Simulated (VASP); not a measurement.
# NaH (Fm-3m) in VASP: notebook

Runs on NaH. Level: PBE. Tasks: electric field gradients.

All numbers are computed with VASP 6.6.1; they aren't measurements. Logs are shortened: lines on timing, memory, paths and dates and some standing lists are left out, and cuts for length are marked.

## Step 1: The structure

The structure is cubic, space group Fm-3m (No. 225). Conventional cell: a = 4.880 Å, b = 4.880 Å, c = 4.880 Å, α = 90.00°, β = 90.00°, γ = 90.00°. Around Na (site symmetry m-3m) lie 6 H at 2.44 Å. H (site symmetry m-3m) is surrounded by 6 Na at 2.44 Å.

## Step 2: Electric field gradients, PBE (atom 1 (Na) moved by [0.084853, 0.084853, 0.0] A, crystal datasets)

File INCAR:

```
SYSTEM = NaH
PREC = Accurate
ENCUT = 520
EDIFF = 1E-8
ISMEAR = -1
SIGMA = 0.02
LREAL = .False.
LASPH = .True.
NELM = 100
ALGO = Normal
ISIF = 2
LWAVE = .False.
LCHARG = .False.
GGA = PE
LEFG = .True.
NBANDS = 11
```

File KPOINTS:

```
regular mesh
0
Gamma
  9 9 9
  0 0 0
```

File POSCAR:

```
NaH
1.0
    0.0000000000      2.4400000000      2.4400000000
    2.4400000000      0.0000000000      2.4400000000
    2.4400000000      2.4400000000      0.0000000000
Na H
1 1
Direct
    0.0000000000      0.0000000000      0.0347758197
    0.5000000000      0.5000000000      0.5000000000
```

Potentials or basis: VASP PAW PBE potentials, release 64 (Na_pv, H).

Started as:

```bash
$ cat potpaw_PBE.64/Na_pv/POTCAR potpaw_PBE.64/H/POTCAR > POTCAR
$ mpirun -np 1 vasp_std > vasp.out
```

OUTCAR:

```text
SYSTEM = NaH
   PREC = Accurate
   ENCUT = 520
   EDIFF = 1E-8
   ISMEAR = -1
   LREAL = .False.
   LASPH = .True.
   NELM = 100
   ISIF = 2
   GGA = PE

 ion  position               nearest neighbor table
   1  0.000  0.000  0.035-
   2  0.500  0.500  0.500-

  LATTYP: Found a face centered cubic cell.
 ALAT       =     4.8800000000

  Lattice vectors:

 A1 = (   0.0000000000,   2.4400000000,   2.4400000000)
 A2 = (   2.4400000000,   0.0000000000,   2.4400000000)
 A3 = (   2.4400000000,   2.4400000000,   0.0000000000)

Analysis of symmetry for initial positions (statically):
=====================================================================
 Subroutine PRICEL returns:
 Original cell was already a primitive cell.

 Routine SETGRP: Setting up the symmetry group for a
 face centered cubic supercell.

 Subroutine GETGRP returns: Found  4 space group operations
 (whereof  4 operations were pure point group operations)
 out of a pool of 48 trial point group operations.

The static configuration has the point symmetry C_2v.

Analysis of symmetry for dynamics (positions and initial velocities):
=====================================================================
 Subroutine PRICEL returns:
 Original cell was already a primitive cell.

 Routine SETGRP: Setting up the symmetry group for a
 face centered cubic supercell.

 Subroutine GETGRP returns: Found  4 space group operations
 (whereof  4 operations were pure point group operations)
 out of a pool of 48 trial point group operations.

The dynamic configuration has the point symmetry C_2v.

 Subroutine INISYM returns: Found  4 space group operations
 (whereof  4 operations are pure point group operations),
 and found     1 'primitive' translations

----------------------------------------------------------------------------------------

                                     Primitive cell

  volume of cell :      29.0536

  direct lattice vectors                    reciprocal lattice vectors
     0.000000000  2.440000000  2.440000000    -0.204918033  0.204918033  0.204918033
     2.440000000  0.000000000  2.440000000     0.204918033 -0.204918033  0.204918033
     2.440000000  2.440000000  0.000000000     0.204918033  0.204918033 -0.204918033

  length of vectors
     3.450681092  3.450681092  3.450681092     0.354928444  0.354928444  0.354928444

  position of ions in fractional coordinates (direct lattice)
     0.000000000  0.000000000  0.034775820
     0.500000000  0.500000000  0.500000000

  ion indices of the primitive-cell ions
   primitive index   ion index
                 1           1
                 2           2

----------------------------------------------------------------------------------------

 KPOINTS: regular mesh

Automatic generation of k-mesh.
 Grid dimensions read from file:
 generate k-points for:    9    9    9

 Generating k-lattice:

  Cartesian coordinates                     Fractional coordinates (reciprocal lattice)
    -0.022768670  0.022768670  0.022768670     0.111111111  0.000000000  0.000000000
     0.022768670 -0.022768670  0.022768670     0.000000000  0.111111111  0.000000000
     0.022768670  0.022768670 -0.022768670     0.000000000  0.000000000  0.111111111

  Length of vectors
     0.039436494  0.039436494  0.039436494

  Shift w.r.t. Gamma in fractional coordinates (k-lattice)
     0.000000000  0.000000000  0.000000000

 Subroutine IBZKPT returns following result:
 ===========================================

 Found    125 irreducible k-points:

 Following reciprocal coordinates:
            Coordinates               Weight
  0.000000  0.000000  0.000000      1.000000
  0.111111  0.000000  0.000000      4.000000
  0.000000  0.000000  0.111111      4.000000
  0.222222  0.000000  0.000000      4.000000
  0.000000  0.000000  0.222222      4.000000
  0.333333  0.000000  0.000000      4.000000
[... 16 lines left out ...]
  0.111111  0.111111 -0.333333      4.000000
 -0.444444  0.111111  0.000000      4.000000
 [... further k-points ...]
   k-points           NKPTS =    125   k-points in BZ     NKDIM =    125   number of bands    NBANDS=     11
   number of dos      NEDOS =    301   number of ions     NIONS =      2
   total plane-waves  NPLWV =  21952
   dimension x,y,z NGX =    28 NGY =   28 NGZ =   28
   dimension x,y,z NGXF=    56 NGYF=   56 NGZF=   56
   ions per type =               1   1
   NGX,Y,Z   is equivalent  to a cutoff of  13.49, 13.49, 13.49 a.u.
   NGXF,Y,Z  is equivalent  to a cutoff of  26.98, 26.98, 26.98 a.u.
 SYSTEM =  NaH
   PREC   = accura    normal or accurate (medium, high low for compatibility)
   ISTART =      0    job   : 0-new  1-cont  2-samecut
   ICHARG =      2    charge: 1-file 2-atom 10-const
   ISPIN  =      1    spin polarized calculation?
   LNONCOLLINEAR =      F non collinear calculations
   LSORBIT =      F    spin-orbit coupling
   LASPH  =      T    aspherical Exc in radial PAW
   ENCUT  =  520.0 eV  38.22 Ry    6.18 a.u.   6.42  6.42  6.42*2*pi/ulx,y,z
   NELM   =    100;   NELMIN=  2; NELMDL= -5     # of ELM steps
   EDIFF  = 0.1E-07   stopping-criterion for ELM
   LREAL  =      F    real-space projection
   EDIFFG = 0.1E-06   stopping-criterion for IOM
   NSW    =      0    number of steps for IOM
   IBRION =     -1    ionic relax: 0-MD 1-quasi-New 2-CG
   NFREE  =      0    steps in history (QN), initial steepest desc. (CG)
   ISIF   =      2    stress and relaxation
   ISYM   =      2    0-nonsym 1-usesym 2-fastsym
   POTIM  = 0.5000    time-step for ionic-motion
   TEBEG  =    0.0;   TEEND  =   0.0 temperature during run
   PSTRESS=    0.0 pullay stress
   NELECT =       8.0000    total number of electrons
   NUPDOWN=      -1.0000    fix difference up-down
   EMIN   =  10.00;   EMAX   =-10.00  energy-range for DOS
   EFERMI =   0.00;   METHOD = LEGACY
   ISMEAR =    -1;   SIGMA  =   0.02  broadening in eV -4-tet -1-fermi 0-gaus
   EFERMI_NEDOS =   21; number of points for ismear=-14 and -15
   IALGO  =     38    algorithm
   IMIX   =      4    mixing-type and parameters
     AMIX     =   0.40;   BMIX     =  1.00
     AMIX_MAG =   1.60;   BMIX_MAG =  1.00
  volume/ion in A,a.u.               =      14.53        98.03
  Fermi-wavevector in a.u.,A,eV,Ry     =   1.065054  2.012660 15.433636  1.134340
  Thomas-Fermi vector in A             =   2.200593
   LORBIT       =      0    0 simple, 1 ext, 2 COOP (PROOUT), +10 PAW based schemes
   GGA     = PE    functional components
[... 5 lines left out ...]
 non-spin polarized calculation
  energy-cutoff  :      520.00
  volume of cell :       29.05
 maximum number of plane-waves:       797
 NGX is ok and might be reduce to    28
   NGX = 13   NGY = 13   NGZ = 13

 number of electron       8.0000008 magnetization

 Free energy of the ion-electron system (eV)
  ---------------------------------------------------
  ext. energy  EPLUGINS =         0.00000000
  ---------------------------------------------------
  free energy    TOTEN  =        -5.08046352 eV

  energy without entropy =       -5.08046352  energy(sigma->0) =       -5.08046352

 E-fermi :  -0.8040     XC(G=0):  -7.6695

 val. band max:       -1.2665788042   @ k =   0.4444   0.3333  -0.2222
 cond. band min:       2.7361305710   @ k =   0.1111   0.0000  -0.4444
 fundamental gap:      4.0027093752
 Fermi energy:        -0.8040160687

 k-point     1 :       0.0000    0.0000    0.0000
  band No.  band energies     occupation
      1     -23.3560      2.00000
      2     -23.3556      2.00000
      3     -23.3539      2.00000
      4      -4.7389      2.00000
      5       8.9306      0.00000
      6      14.1245      0.00000
      7      14.1258      0.00000
      8      14.1814      0.00000
      9      14.9706      0.00000
     10      15.0384      0.00000
     11      15.0902      0.00000

 k-point     2 :       0.1111    0.0000    0.0000
  band No.  band energies     occupation
      1     -23.3646      2.00000
      2     -23.3572      2.00000
      3     -23.3562      2.00000
      4      -4.5317      2.00000
      5       8.2678      0.00000
      6      11.8530      0.00000
      7      13.4566      0.00000
      8      13.4902      0.00000
      9      15.7245      0.00000
     10      15.8691      0.00000
     11      16.1295      0.00000
[... 295 lines left out ...]
 k-point    24 :      -0.4444    0.1111    0.0000
  band No.  band energies     occupation
      1     -23.4352      2.00000
      2     -23.3722      2.00000
      3     -23.3677      2.00000
      4      -1.9591      2.00000
      5       2.7448      0.00000
      6       8.1268      0.00000
      7      11.4918      0.00000
      8      12.3853      0.00000
      9      14.7673      0.00000
     10      15.7031      0.00000
     11      18.9157      0.00000

 [... further k-points ...]

------------------------ aborting loop because EDIFF is reached ----------------------------------------

  FORCE on cell =-STRESS in cart. coord.  units (eV):
  Direction    XX          YY          ZZ          XY          YZ          ZX
  --------------------------------------------------------------------------------------
  -------------------------------------------------------------------------------------
  Total       -0.0916565     -0.0916565     -0.1306418     -0.0077338      0.0000000      0.0000000
  in kB       -5.0544535     -5.0544535     -7.2043244     -0.4264841      0.0000000      0.0000000
  external PRESSURE =      -5.7710771 kB  Pullay stress =       0.0000000 kB

 VOLUME and BASIS-vectors are now :
 -----------------------------------------------------------------------------
  energy-cutoff  :      520.00
  volume of cell :       29.05
      direct lattice vectors                 reciprocal lattice vectors
     0.000000000  2.440000000  2.440000000    -0.204918033  0.204918033  0.204918033
     2.440000000  0.000000000  2.440000000     0.204918033 -0.204918033  0.204918033
     2.440000000  2.440000000  0.000000000     0.204918033  0.204918033 -0.204918033

 POSITION                                       TOTAL-FORCE (eV/Angst)
 -----------------------------------------------------------------------------------
      0.08485      0.08485      0.00000        -0.066054     -0.066054      0.000000
      2.44000      2.44000      2.44000         0.066054      0.066054     -0.000000
 -----------------------------------------------------------------------------------
    total drift:                                0.000154      0.000154     -0.000000

  FREE ENERGIE OF THE ION-ELECTRON SYSTEM (eV)
  ---------------------------------------------------
  free  energy   TOTEN  =        -5.0804635151 eV

  energy  without entropy=       -5.0804635151  energy(sigma->0) =       -5.08046352

 Electric field gradients (V/A^2)
---------------------------------------------------------------------
 ion       V_xx      V_yy      V_zz      V_xy      V_xz      V_yz
---------------------------------------------------------------------
   1      -0.184    -0.184     0.367     0.428     0.001     0.001
   2       0.026     0.026    -0.051    -0.039     0.001     0.001
---------------------------------------------------------------------

 Electric field gradients after diagonalization (V/A^2)
 (convention: |V_zz| > |V_xx| > |V_yy|)
----------------------------------------------------------------------
 ion       V_xx      V_yy      V_zz     asymmetry (V_yy - V_xx)/ V_zz
----------------------------------------------------------------------
   1       0.368     0.244    -0.612       0.201
   2      -0.051    -0.013     0.064       0.589
----------------------------------------------------------------------

           NMR quadrupolar parameters

 Cq : quadrupolar parameter    Cq=e*Q*V_zz/h
 eta: asymmetry parameters     (V_yy - V_xx)/ V_zz
 Q  : nuclear electric quadrupole moment in mb (millibarn)
----------------------------------------------------------------------
 ion       Cq(MHz)       eta       Q (mb)
----------------------------------------------------------------------
   1      -0.001       0.201       1.000
   2       0.000       0.589       1.000
----------------------------------------------------------------------
```

Run time: 31 s. Hardware: 1 thread of Intel Xeon Platinum 8259CL at 2.50GHz (Skylake/Cascade Lake), shared host; peak memory 0.17 GiB.

Results:

```
Free energy            : -5.0805 eV
Pressure               : -0.6 GPa
Largest force          : 0.093 eV/Å
Band gap on the k mesh : 4.00 eV, indirect (least direct gap 4.69 eV)
```

Forces on the atoms (eV/Å):
```
Na  -0.066 -0.066  0.000
H    0.066  0.066  0.000
```

Electric field gradients, principal values (V/Å²):
```csv
atom,Vxx,Vyy,Vzz
1 Na,0.244,0.368,-0.612
2 H,-0.013,-0.051,0.064
```

Caveat: an odd mesh through Γ misses points on the zone boundary, where band edges often lie.

## Step 3: Electric field gradients, PBE

File INCAR:

```
PREC = Accurate ; ENCUT = 520
EDIFF = 1E-8 ; ISMEAR = -1
SIGMA = 0.02 ; LREAL = False
LASPH = True ; NELM = 100
ALGO = Fast ; ISIF = 2
LWAVE = False ; LCHARG = False
GGA = PE ; LEFG = True
NBANDS = 11
```

File KPOINTS:

```
Automatic mesh
0
Gamma
  4 4 4
```

POSCAR, as its differences from that of step 2:

```diff
@@ -8,3 +8,3 @@
 Direct
-    0.0000000000      0.0000000000      0.0347758197
+    0.0000000000      0.0000000000      0.0000000000
     0.5000000000      0.5000000000      0.5000000000
```

Potentials or basis: VASP PAW PBE potentials, release 64 (Na_pv, H).

Started as:

```bash
$ cat potpaw_PBE.64/Na_pv/POTCAR potpaw_PBE.64/H/POTCAR > POTCAR
$ mpirun -np 1 vasp_std > vasp.out
```

OUTCAR:

```text
PREC = Accurate
   ENCUT = 520
   EDIFF = 1E-8
   ISMEAR = -1
   LREAL = False
   LASPH = True
   NELM = 100
   ISIF = 2
   GGA = PE

 ion  position               nearest neighbor table
   1  0.000  0.000  0.000-
   2  0.500  0.500  0.500-

  LATTYP: Found a face centered cubic cell.
 ALAT       =     4.8800000000

  Lattice vectors:

 A1 = (   0.0000000000,   2.4400000000,   2.4400000000)
 A2 = (   2.4400000000,   0.0000000000,   2.4400000000)
 A3 = (   2.4400000000,   2.4400000000,   0.0000000000)
[... 304 lines left out ...]

  FREE ENERGIE OF THE ION-ELECTRON SYSTEM (eV)
  ---------------------------------------------------
  free  energy   TOTEN  =        -5.0861033183 eV

  energy  without entropy=       -5.0861033183  energy(sigma->0) =       -5.08610332

 Electric field gradients (V/A^2)
---------------------------------------------------------------------
 ion       V_xx      V_yy      V_zz      V_xy      V_xz      V_yz
---------------------------------------------------------------------
   1       0.000    -0.000    -0.000     0.001     0.001     0.001
   2      -0.000    -0.000    -0.000     0.001     0.001     0.001
---------------------------------------------------------------------

 Electric field gradients after diagonalization (V/A^2)
 (convention: |V_zz| > |V_xx| > |V_yy|)
----------------------------------------------------------------------
 ion       V_xx      V_yy      V_zz     asymmetry (V_yy - V_xx)/ V_zz
----------------------------------------------------------------------
   1      -0.001    -0.001     0.003       0.000
   2      -0.001    -0.001     0.002       0.000
----------------------------------------------------------------------

           NMR quadrupolar parameters

 Cq : quadrupolar parameter    Cq=e*Q*V_zz/h
 eta: asymmetry parameters     (V_yy - V_xx)/ V_zz
 Q  : nuclear electric quadrupole moment in mb (millibarn)
----------------------------------------------------------------------
 ion       Cq(MHz)       eta       Q (mb)
----------------------------------------------------------------------
   1       0.000       0.000       1.000
   2       0.000       0.000       1.000
----------------------------------------------------------------------
```

OSZICAR:

```text
N       E                     dE             d eps       ncg     rms          rms(c)
DAV:   1     0.373778844596E+02    0.37378E+02   -0.43690E+03   179   0.712E+02
DAV:   2    -0.417586396940E+01   -0.41554E+02   -0.40958E+02   182   0.191E+02
DAV:   3    -0.550075454412E+01   -0.13249E+01   -0.13220E+01   214   0.329E+01
DAV:   4    -0.551094625011E+01   -0.10192E-01   -0.10191E-01   222   0.296E+00
DAV:   5    -0.551104037686E+01   -0.94127E-04   -0.94127E-04   202   0.295E-01    0.317E+00
RMM:   6    -0.517177536984E+01    0.33927E+00   -0.64153E-02   216   0.133E+00    0.149E+00
RMM:   7    -0.508141192503E+01    0.90363E-01   -0.97809E-02   224   0.128E+00    0.351E-01
RMM:   8    -0.508593477092E+01   -0.45228E-02   -0.74626E-03   215   0.900E-01    0.658E-02
RMM:   9    -0.508613559887E+01   -0.20083E-03   -0.17660E-03   222   0.299E-01    0.270E-02
RMM:  10    -0.508610038282E+01    0.35216E-04   -0.12894E-04   236   0.122E-01    0.804E-03
RMM:  11    -0.508610488325E+01   -0.45004E-05   -0.38988E-05   224   0.689E-02    0.990E-03
RMM:  12    -0.508610314681E+01    0.17364E-05   -0.71453E-06   248   0.332E-02    0.817E-04
RMM:  13    -0.508610321412E+01   -0.67315E-07   -0.14884E-06   240   0.142E-02    0.382E-04
RMM:  14    -0.508610330896E+01   -0.94836E-07   -0.98786E-08   241   0.348E-03    0.499E-04
RMM:  15    -0.508610331827E+01   -0.93088E-08   -0.57833E-08   232   0.311E-03
   1 F= -.50861033E+01 E0= -.50861033E+01  d E =-.142731E-13
```

Run time: 5 s. Hardware: 1 thread of Intel Xeon Platinum 8259CL at 2.50GHz (Skylake/Cascade Lake), shared host; peak memory 0.14 GiB.

Results:

| Quantity | Value |
| --- | --- |
| Free energy | -5.0861 eV |
| Pressure | -0.7 GPa |
| Band gap on the k mesh | 3.71 eV, indirect (least direct gap 4.55 eV) |

Levels at points of the mesh, in eV from the valence-band top:
| k point | band 1 | band 2 | band 3 | band 4 | band 5 | band 6 | band 7 | band 8 |
| --- | --- | --- | --- | --- | --- | --- | --- | --- |
| (0.00, 0.00, 0.00) | -22.15 | -22.15 | -22.15 | -3.53 | 10.16 | 15.39 | 15.39 | 15.39 |
| (0.50, 0.00, 0.00) | -22.24 | -22.16 | -22.16 | -0.84 | 3.71 | 10.58 | 13.20 | 13.20 |
| (0.50, 0.50, 0.00) | -22.23 | -22.18 | -22.18 | -0.17 | 4.58 | 9.93 | 10.49 | 10.49 |

Electric field gradients, principal values (V/Å²):
```tsv
atom	Vxx	Vyy	Vzz
1 Na	-0.001	-0.001	0.003
2 H	-0.001	-0.001	0.002
```

Caveat: the k mesh is coarse (spacing up to 0.56 Å⁻¹), so the values aren't converged.
